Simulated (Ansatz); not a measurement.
**Sb: relaxation of cell and atoms with PBEsol+D4**

Sb:

```
Sb
1.0
     3.35453    0.00000    0.00000
    -1.67727    2.90511    0.00000
     0.00000    0.00000    5.47016
Sb
2
Direct
  0.66667 0.33333 0.75000
  0.33333 0.66667 0.25000
```

This isn't the form of Sb at room conditions, which is rhombohedral.

- Program: Ansatz 0.2.0
- Task: relaxation of cell and atoms
- Functional: PBEsol
- Dispersion: D4
- Potentials or basis: Ansatz PAW
- Cutoff: 420 eV (not typed: the program's choice for these potentials)
- k mesh: 9 × 9 × 5
- Occupations: fermi-dirac, width 0.05 eV
- Spin: no spin polarisation

| Item | Value |
| --- | --- |
| Relaxed volume | 25.22 Å³/atom |
| Relaxed cell | a = 3.295 Å, b = 3.295 Å, c = 5.366 Å, α = 90.00°, β = 90.00°, γ = 120.00° |
| Space group after relaxing (to 0.05 Å) | P6_3/mmc (No. 194) |
| Energy gained by relaxing | 16.8 meV/atom |
| Ionic steps | 5 |
| Pressure after relaxing | 0.0 GPa |
| Band gap on the k mesh | none (metal or under the smearing width) |

Stress tensor (GPa, compression positive):
```
-0.04  0.00  0.00
 0.00 -0.04  0.00
 0.00  0.00  0.04
```

The path:
| step | energy change (eV) | largest force (eV/Å) | volume (Å³) |
| --- | --- | --- | --- |
| 1 | 0.0000 | 0.0000 | 53.31 |
| 2 | -0.0242 | 0.0000 | 48.96 |
| 3 | -0.0342 | 0.0000 | 50.61 |
| 4 | -0.0344 | 0.0000 | 50.44 |
| 5 | -0.0335 | 0.0000 | 50.44 |

Final structure:
```yaml
crystal:
  lattice:
    - [3.29456, 0.00000, 0.00000]
    - [-1.64728, 2.85317, 0.00000]
    - [0.00000, 0.00000, 5.36618]
  atoms:
    - { symbol: Sb, position: [0.66667, 0.33333, 0.75000] }
    - { symbol: Sb, position: [0.33333, 0.66667, 0.25000] }
```

Levels at points of the mesh, in eV from the Fermi level:
| k point | band 13 | band 14 | band 15 | band 16 | band 17 | band 18 |
| --- | --- | --- | --- | --- | --- | --- |
| (0.00, 0.00, 0.00) | -6.15 | 3.94 | 3.94 | 5.72 | 5.72 | 6.03 |

Run time: 5 s on 2 threads of AMD EPYC 7R13 Processor (Zen 3), with other jobs on the host, peak memory 0.39 GiB.

Caveat: the plane-wave basis is chosen anew once the cell has moved, so the energies of steps on either side of that aren't comparable; pairwise dispersion overbinds metals, which lowers pressure and volume; the PAW data sets come from PBE, with cores solved anew for the run's functional, which leaves a small shift of forces and pressure. The run has no spin-orbit coupling, so splittings on Sb are missing.
